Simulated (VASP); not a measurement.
Set up this calculation in VASP 6.6.1, as the native input.

- Task: single point
- Functional: PBEsol
- Potentials or basis: VASP PAW PBE potentials, release 64 (Si, W_sv)
- Cutoff: 520 eV
- k mesh: 28 × 28 × 28
- Occupations: gaussian, width 0.1 eV
- Spin: no spin polarisation
- Further INCAR settings: ALGO = Normal; EDIFF = 1e-06; NBANDS = 18

The structure of Si2W lies in POSCAR:

```
Si2W
1.0
   -1.6022600000      1.6022600000      3.9092900000
    1.6022600000     -1.6022600000      3.9092900000
    1.6022600000      1.6022600000     -3.9092900000
Si W
2 1
Direct
    0.3345200000      0.3345200000      0.0000000000
    0.6654800000      0.6654800000      0.0000000000
    1.0000000000      1.0000000000      1.0000000000
```

The cell is a database's computed one.

The input as run:

INCAR

```
ALGO = Normal
EDIFF = 1E-6
ENCUT = 520
GGA = PS
ISIF = 2
ISMEAR = 0
LASPH = T
LCHARG = F
LREAL = F
LWAVE = F
NBANDS = 18
NELM = 60
PREC = Accurate
SIGMA = 0.1
```

KPOINTS

```
k-points
0
Gamma
  28 28 28
```

Potentials or basis: VASP PAW PBE potentials, release 64 (Si, W_sv).

Launch:

```bash
$ cat potpaw_PBE.64/Si/POTCAR potpaw_PBE.64/W_sv/POTCAR > POTCAR
$ mpirun -np 1 vasp_std > vasp.out
```

It gave:

```
Pressure               : -0.1 GPa
Band gap on the k mesh : none (metal or under the smearing width)
```

Caveat: the PAW data sets were made with another functional, which shifts forces and pressure a little.

Wall time 8.1 min on 1 thread of Intel(R) Xeon(R) 6975P-C (Granite Rapids), with other jobs on the host, peak memory 1.1 GiB.
